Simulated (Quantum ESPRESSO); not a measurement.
**TaN under changes of volume**

One of the cells (10.776 Å³/atom); the others are scaled copies at fixed shape and fractional positions:

```xyz
2
Lattice="2.9380 0.0000 0.0000 -1.4690 2.5444 0.0000 0.0000 0.0000 2.8830" Properties=species:S:1:pos:R:3 pbc="T T T"
Ta    0.0000    0.0000    1.4415
N     1.4690    0.8481    0.0000
```

- Program: Quantum ESPRESSO 7.5
- Functional: r2SCAN
- Potentials or basis: SG15 PBE 1.2
- Cutoff: 1197 eV
- Density cutoff: 4789 eV
- k mesh: 6 × 6 × 6
- Occupations: fermi-dirac, width 0.05 eV
- Spin: no spin polarisation

```csv
volume (Å³/atom),energy over the lowest point (meV/atom),pressure (GPa)
10.129,9.87,11.7
10.345,0.00,3.1
10.560,1.01,-4.5
10.776,?,?
10.991,31.22,-17.5
11.207,58.47,-23.0
11.422,92.69,-27.9
```

Q: What does the run at 10.776 Å³/atom give?

A: Energy over the lowest point 11.76 meV/atom; pressure -11.4 GPa.

Worked out: A Birch-Murnaghan fit of order 3 (a polynomial in V^(-2/3)) to the other rows has its minimum at 10.43 Å³/atom with B0 = V·E''(V) = 374 GPa and B' = 4.3 at fixed shape and positions, which overstates the stiffness. It gives 11.78 meV/atom at 10.776 Å³/atom, against the run's 11.76, and -dE/dV = -11.3 GPa, against -11.4.

Energies are extrapolated to zero smearing.

Caveats: all runs use coarse meshes; the potentials were made for another functional, which shifts forces and pressure.
